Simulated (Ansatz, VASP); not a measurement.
One calculation of SiC, two programs

```
CELL_PARAMETERS angstrom
0.00000 2.18973 2.18973
2.18973 0.00000 2.18973
2.18973 2.18973 0.00000
ATOMIC_POSITIONS crystal
Si 0.00000 0.00000 0.00000
C 0.75000 0.75000 0.75000
```

Alike in both runs: functional PBE; k mesh 12 × 12 × 12; occupations gaussian, width 0.02 eV; no spin polarisation.

Ansatz relaxed the structure, and its values are those at the end. VASP's run is a single point on that final structure, the one shown.

|  | VASP | Ansatz |
| --- | --- | --- |
| version | VASP 6.6.1 | Ansatz 0.2.0 |
| potentials or method | VASP PAW PBE potentials, release 64 (Si, C) | scalar-relativistic, plane waves, PAW |
| plane-wave cutoff (eV) | 520 | 420 |
| valence electrons in the cell | 8 | 8 |

```csv
,VASP,Ansatz,Ansatz less VASP
gap on the k mesh at the Fermi level (eV),1.37,1.37,+0.003
least direct gap on the mesh (eV),4.53,4.53,+0.008
pressure (GPa),0.0,0.0,+0.05
```

A k mesh can miss the band edges. PBE gaps usually lie below the measured ones, often by a third to a half.
